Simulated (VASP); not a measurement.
# C (P6_3/mmc) in VASP: notebook

The runs below take C through single point, relaxation of cell and atoms, with PBE+D3(BJ).

Program: VASP 6.6.1. These are calculated values, not measurements. Logs are shortened: lines on timing, memory, paths and dates and some standing lists are left out, and cuts for length are marked.

## Step 1: The structure

The structure is hexagonal, space group P6_3/mmc (No. 194). The conventional cell has a = 2.465 Å, b = 2.465 Å, c = 6.734 Å, α = 90.00°, β = 90.00°, γ = 120.00°. Around C (site symmetry -6m2) lie 3 C at 1.42 Å. C (site symmetry -6m2) has 3 C at 1.42 Å as nearest neighbours.

## Step 2: Single point, PBE+D3(BJ)

INCAR

```
SYSTEM = C
PREC     = Accurate       ! precision mode
ENCUT    = 520            ! plane-wave cutoff, eV
EDIFF    = 1E-6           ! SCF threshold, eV
ISMEAR   = 0              ! smearing method
SIGMA    = 0.1            ! smearing width, eV
LREAL    = .False.        ! projectors in reciprocal space
LASPH    = .True.         ! aspherical terms in the spheres
NELM     = 100            ! most SCF steps
ALGO     = Normal         ! electronic algorithm
ISIF     = 2              ! what is computed and relaxed
LWAVE    = .False.        ! write WAVECAR
LCHARG   = .False.        ! write CHGCAR
GGA      = PE             ! functional
IVDW     = 12             ! dispersion correction
NBANDS   = 16             ! bands
```

KPOINTS

```
Automatic mesh
0
Gamma
  21 21 6
  0 0 0
```

POSCAR

```
C
1.0
    2.4649434841      0.0000000000      0.0000000000
   -1.2324717420      2.1347036761      0.0000000000
    0.0000000000      0.0000000000      6.7343658224
C
4
Direct
    0.0000000000      0.0000000000      0.7500000000
    0.0000000000      0.0000000000      0.2500000000
    0.3333333333      0.6666666667      0.7500000000
    0.6666666667      0.3333333333      0.2500000000
```

Potentials or basis: VASP PAW PBE potentials, release 64 (C).

Launch:

```console
cat potpaw_PBE.64/C/POTCAR > POTCAR
mpirun -np 1 vasp_std > vasp.out
```

OUTCAR:

```text
SYSTEM = C
   PREC = Accurate
   ENCUT = 520
   EDIFF = 1E-6
   ISMEAR = 0
   LREAL = .False.
   LASPH = .True.
   NELM = 100
   ISIF = 2
   GGA = PE
   IVDW = 12
 IVDW          = 12

 ion  position               nearest neighbor table
   1  0.000  0.000  0.750-   3 1.42   3 1.42   3 1.42
   2  0.000  0.000  0.250-   4 1.42   4 1.42   4 1.42
   3  0.333  0.667  0.750-   1 1.42   1 1.42   1 1.42
   4  0.667  0.333  0.250-   2 1.42   2 1.42   2 1.42

  LATTYP: Found a hexagonal cell.
 ALAT       =     2.4649434841
 C/A-ratio  =     2.7320568872

  Lattice vectors:

 A1 = (   2.4649434841,   0.0000000000,   0.0000000000)
 A2 = (  -1.2324717420,   2.1347036761,   0.0000000000)
 A3 = (   0.0000000000,   0.0000000000,   6.7343658224)

Analysis of symmetry for initial positions (statically):
=====================================================================
 Subroutine PRICEL returns:
 Original cell was already a primitive cell.

 Routine SETGRP: Setting up the symmetry group for a
 hexagonal supercell.

 Subroutine GETGRP returns: Found 24 space group operations
 (whereof 12 operations were pure point group operations)
 out of a pool of 24 trial point group operations.

The static configuration has the point symmetry D_3d.
 The point group associated with its full space group is D_6h.

Analysis of symmetry for dynamics (positions and initial velocities):
=====================================================================
 Subroutine PRICEL returns:
 Original cell was already a primitive cell.

 Routine SETGRP: Setting up the symmetry group for a
 hexagonal supercell.

 Subroutine GETGRP returns: Found 24 space group operations
 (whereof 12 operations were pure point group operations)
 out of a pool of 24 trial point group operations.

The dynamic configuration has the point symmetry D_3d.
 The point group associated with its full space group is D_6h.

 Subroutine INISYM returns: Found 24 space group operations
 (whereof 12 operations are pure point group operations),
 and found     1 'primitive' translations

----------------------------------------------------------------------------------------

                                     Primitive cell

  volume of cell :      35.4357

  direct lattice vectors                    reciprocal lattice vectors
     2.464943484  0.000000000  0.000000000     0.405688815  0.234224546  0.000000000
    -1.232471742  2.134703676  0.000000000     0.000000000  0.468449093  0.000000000
[... 94 lines left out ...]
   NFREE  =      0    steps in history (QN), initial steepest desc. (CG)
   ISIF   =      2    stress and relaxation
   ISYM   =      2    0-nonsym 1-usesym 2-fastsym
   POTIM  = 0.5000    time-step for ionic-motion
   TEBEG  =    0.0;   TEEND  =   0.0 temperature during run
   PSTRESS=    0.0 pullay stress
   NELECT =      16.0000    total number of electrons
   NUPDOWN=      -1.0000    fix difference up-down
   EMIN   =  10.00;   EMAX   =-10.00  energy-range for DOS
   EFERMI =   0.00;   METHOD = LEGACY
   ISMEAR =     0;   SIGMA  =   0.10  broadening in eV -4-tet -1-fermi 0-gaus
   EFERMI_NEDOS =   21; number of points for ismear=-14 and -15
   IALGO  =     38    algorithm
   IMIX   =      4    mixing-type and parameters
     AMIX     =   0.40;   BMIX     =  1.00
     AMIX_MAG =   1.60;   BMIX_MAG =  1.00
  volume/ion in A,a.u.               =       8.86        59.78
  Fermi-wavevector in a.u.,A,eV,Ry     =   1.255937  2.373376 21.461515  1.577377
  Thomas-Fermi vector in A             =   2.389669
   LORBIT       =      0    0 simple, 1 ext, 2 COOP (PROOUT), +10 PAW based schemes
   GGA     = PE    functional components
   LHFCALC =     F    Hartree Fock is set to
   AEXX    =    0.0000 exact exchange contribution
   IVDW    =    12    specifies the selected vdW correction
   LEPSILON=     F    determine dielectric tensor
   LRPA    =     F    only Hartree local field effects (RPA)
 non-spin polarized calculation
 Gauss-broadening in eV      SIGMA  =   0.10
  energy-cutoff  :      520.00
  volume of cell :       35.44
 maximum number of plane-waves:       979
   NGX =  9   NGY =  9   NGZ = 25

 number of electron      15.9999994 magnetization

 Free energy of the ion-electron system (eV)
  ---------------------------------------------------
  ext. energy  EPLUGINS =         0.00000000
  ---------------------------------------------------
  free energy    TOTEN  =       -36.84722524 eV

  energy without entropy =      -36.84663479  energy(sigma->0) =      -36.84693002

 E-fermi :   4.6420     XC(G=0): -10.2988

 val. band max:        4.6392173305   @ k =   0.3333   0.3333   0.5000
 cond. band min:       4.6504594847   @ k =   0.3333   0.3333   0.3333
 fundamental gap:      0.0112421542
 Fermi energy:         4.6419952084

 k-point     1 :       0.0000    0.0000    0.0000
  band No.  band energies     occupation
      1     -15.0023      2.00000
      2     -14.7105      2.00000
      3      -3.8520      2.00000
      4      -1.9211      2.00000
      5       1.6288      2.00000
      6       1.6288      2.00000
[... 433 lines left out ...]
      3      -2.5371      2.00000
      4      -2.4594      2.00000
      5      -2.0416      2.00000
      6      -0.8672      2.00000
[... 8 lines left out ...]
     15      16.5431      0.00000
     16      16.7587      0.00000

 [... further k-points ...]

------------------------ aborting loop because EDIFF is reached ----------------------------------------

 Edisp (eV)   -0.62266

 E8    (eV) :    -0.1764

  FORCE on cell =-STRESS in cart. coord.  units (eV):
  Direction    XX          YY          ZZ          XY          YZ          ZX
  --------------------------------------------------------------------------------------
  -------------------------------------------------------------------------------------
  Total       0.15785     0.15785    -0.01521     0.00000     0.00000     0.00000
  in kB       7.13677     7.13677    -0.68759     0.00000     0.00000     0.00000
  external pressure =        4.53 kB  Pullay stress =        0.00 kB

 VOLUME and BASIS-vectors are now :
 -----------------------------------------------------------------------------
  energy-cutoff  :      520.00
  volume of cell :       35.44
      direct lattice vectors                 reciprocal lattice vectors
     2.464943484  0.000000000  0.000000000     0.405688815  0.234224546  0.000000000
    -1.232471742  2.134703676  0.000000000     0.000000000  0.468449093  0.000000000
     0.000000000  0.000000000  6.734365822     0.000000000  0.000000000  0.148492082

 POSITION                                       TOTAL-FORCE (eV/Angst)
 -----------------------------------------------------------------------------------
      0.00000      0.00000      5.05077        -0.000000      0.000000      0.000000
      0.00000      0.00000      1.68359         0.000000     -0.000000     -0.000000
     -0.00000      1.42314      5.05077         0.000000      0.000000      0.000000
      1.23247      0.71157      1.68359        -0.000000     -0.000000      0.000000
 -----------------------------------------------------------------------------------
    total drift:                               -0.000000      0.000000      0.000000

  FREE ENERGIE OF THE ION-ELECTRON SYSTEM (eV)
  ---------------------------------------------------
  free  energy   TOTEN  =       -37.4698854119 eV

  energy  without entropy=      -37.4692949593  energy(sigma->0) =      -37.46959019
```

OSZICAR:

```text
N       E                     dE             d eps       ncg     rms          rms(c)
DAV:   1     0.331975346551E+02    0.33198E+02   -0.79463E+03  6160   0.922E+02
DAV:   2    -0.365817152148E+02   -0.69779E+02   -0.64086E+02  8656   0.190E+02
DAV:   3    -0.391919990217E+02   -0.26103E+01   -0.25989E+01  7992   0.344E+01
DAV:   4    -0.392138907686E+02   -0.21892E-01   -0.21879E-01  7704   0.374E+00
DAV:   5    -0.392142489606E+02   -0.35819E-03   -0.35818E-03  7872   0.450E-01    0.893E+00
DAV:   6    -0.374093063223E+02    0.18049E+01   -0.11931E+00  7376   0.696E+00    0.522E+00
DAV:   7    -0.368391932628E+02    0.57011E+00   -0.14784E+00  7632   0.785E+00    0.148E+00
DAV:   8    -0.368484433711E+02   -0.92501E-02   -0.72967E-02  7368   0.161E+00    0.345E-01
DAV:   9    -0.368470358406E+02    0.14075E-02   -0.21085E-03  7808   0.322E-01    0.970E-02
DAV:  10    -0.368472323273E+02   -0.19649E-03   -0.59114E-04  6760   0.158E-01    0.717E-02
DAV:  11    -0.368472246359E+02    0.76915E-05   -0.30684E-05  7944   0.378E-02    0.526E-03
DAV:  12    -0.368472252445E+02   -0.60858E-06   -0.12433E-06  6808   0.773E-03
   1 F= -.37469885E+02 E0= -.37469590E+02  d E =-.590453E-03
```

stdout:

```text
POSCAR found type information on POSCAR C
 POSCAR found :  1 types and       4 ions
 scaLAPACK will be used
 LDA part: xc-table for (Slater+PW92), standard interpolation
 POSCAR, INCAR and KPOINTS ok, starting setup
 FFT: planning ... GRIDC
 FFT: planning ... GRID_SOFT
 FFT: planning ... GRID
 WAVECAR not read
 entering main loop
```

It took 44 s on 1 thread of Intel Xeon Platinum 8559C (Emerald Rapids), shared host; peak memory 0.2 GiB.

What came out:

| Quantity | Value |
| --- | --- |
| Free energy | -37.4699 eV |
| Pressure | 0.5 GPa |
| Band gap on the k mesh | none (metal or under the smearing width) |
| Dispersion energy per atom | -0.156 eV |

Stress tensor (GPa, compression positive):
```
 0.71  0.00  0.00
 0.00  0.71  0.00
 0.00  0.00 -0.07
```

Levels at points of the mesh, in eV from the Fermi level:
| k point | band 5 | band 6 | band 7 | band 8 | band 9 | band 10 | band 11 | band 12 |
| --- | --- | --- | --- | --- | --- | --- | --- | --- |
| (0.00, 0.00, 0.00) | -3.01 | -3.01 | -3.00 | -3.00 | 4.26 | 8.33 | 8.33 | 8.38 |
| (0.00, 0.00, 0.50) | -3.00 | -3.00 | -3.00 | -3.00 | 6.87 | 6.87 | 8.35 | 8.35 |

## Step 3: Relaxation of cell and atoms, PBE+D3(BJ)

This run uses another cell than the first one, of 8.74 Å³/atom, 0.987 times its volume.

INCAR

```
PREC     = Accurate       # precision mode
ENCUT    = 600            # plane-wave cutoff, eV
EDIFF    = 1E-7           # SCF threshold, eV
ISMEAR   = 0              # smearing method
SIGMA    = 0.1            # smearing width, eV
LREAL    = False          # projectors in reciprocal space
LASPH    = True           # aspherical terms in the spheres
NELM     = 100            # most SCF steps
ALGO     = Fast           # electronic algorithm
ISIF     = 3              # what is computed and relaxed
LWAVE    = False          # write WAVECAR
LCHARG   = False          # write CHGCAR
GGA      = PE             # functional
IVDW     = 12             # dispersion correction
IBRION   = 2              # ionic algorithm
NSW      = 100            # ionic steps
EDIFFG   = -0.005         # ionic threshold
```

KPOINTS

```
regular mesh
0
Gamma
  21 21 6
```

POSCAR

```
C
1.0
    2.4560000000      0.0000000000      0.0000000000
   -1.2280000000      2.1269583917      0.0000000000
    0.0000000000      0.0000000000      6.6960000000
C
4
Direct
    0.0000000000      0.0000000000      0.7500000000
    0.0000000000      0.0000000000      0.2500000000
    0.3333333333      0.6666666667      0.7500000000
    0.6666666667      0.3333333333      0.2500000000
```

Potentials or basis: VASP PAW PBE potentials, release 64 (C).

Launch:

```console
cat potpaw_PBE.64/C/POTCAR > POTCAR
mpirun -np 1 vasp_std > vasp.out
```

Run time: 2.2 min. Hardware: 1 thread of Intel Xeon Platinum 8559C (Emerald Rapids), shared host; peak memory 0.22 GiB.

Results (log left out):

* Free energy: -37.4783 eV
* Relaxed volume: 8.81 Å³/atom
* Relaxed cell: a = 2.465 Å, b = 2.465 Å, c = 6.695 Å, α = 90.00°, β = 90.00°, γ = 120.00°
* Space group after relaxing (to 0.05 Å): P6_3/mmc (No. 194)
* Energy gained by relaxing: 1.0 meV/atom
* Ionic steps: 3
* Pressure after relaxing: -0.1 GPa
* Band gap on the k mesh: none (metal or under the smearing width)
* Dispersion energy per atom: -0.157 eV

Step by step:
```
step  energy change (eV)  largest force (eV/Å)  pressure (GPa)  volume (Å³)
   1              0.0000                0.0000            3.32        34.98
   2              0.0211                0.0000           -7.87        35.90
   3             -0.0042                0.0000           -0.06        35.24
```

Final structure:
```
C
1.0
     2.46540    0.00000    0.00000
    -1.23270    2.13510    0.00000
     0.00000    0.00000    6.69520
C
4
Cartesian
  0.0000 0.0000 5.0214
  0.0000 0.0000 1.6738
  0.0000 1.4234 5.0214
  1.2327 0.7117 1.6738
```

Levels at points of the mesh, in eV from the Fermi level:
| k point | band 6 | band 7 | band 8 | band 9 | band 10 | band 11 |
| --- | --- | --- | --- | --- | --- | --- |
| (0.00, 0.00, 0.00) | -3.01 | -2.99 | -2.99 | 4.31 | 8.32 | 8.33 |
| (0.00, 0.00, 0.50) | -3.00 | -3.00 | -3.00 | 6.97 | 6.97 | 8.35 |

(Part 1 of 2 ends here.)
